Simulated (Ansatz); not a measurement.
What DFT gives for BaTiO$_{3}$

```
CELL_PARAMETERS angstrom
3.99059 0.00000 0.00000
0.02146 7.98117 0.00000
0.01073 0.01070 3.99056
ATOMIC_POSITIONS crystal
Ba 0.00000 0.00000 0.00000
Ba 0.00000 0.50000 0.00000
Ti 0.48640 0.24320 0.48640
Ti 0.48640 0.74320 0.48640
O 0.50930 0.25465 0.01810
O 0.50930 0.75465 0.01810
O 0.01810 0.25465 0.50930
O 0.01810 0.75465 0.50930
O 0.50930 0.00905 0.50930
O 0.50930 0.50905 0.50930
```

Method: r2SCAN, no spin polarisation; PAW, plane waves to 500 eV, 6×3×6 Γ-centred mesh, tetrahedron occupations (Ansatz 0.2.0), atoms fixed.

(1) Which orbitals make up the band edges?

(2) What does the stress say?

(3) Which atom feels the largest force, and which way?

(4) What is the band gap?

Origin: a database entry at a rescaled volume. Caveats: empty levels are not fully converged; an odd or shifted mesh can miss the band edges, so this level's true gap may be smaller; forces and stress under tetrahedra may miss the slope of the energy.

## Answers

(1) Within 0.7 eV of the edges, the states project mainly on O p (94 %) below the gap and on Ti d (86 %) above it.

(2) The pressure is 3.6 GPa (compression positive), so with the atoms held at these fractions the cell would first expand.

(3) The largest is on Ti4 (and as large on other atoms): 0.10 eV/Å, components (0.06, 0.06, 0.06). It makes 121° with the line to a nearest neighbour, O8 at 1.87 Å.

(4) The gap on the k mesh is 2.78 eV; the mesh may miss the band edges, so the true gap of this level can be smaller.
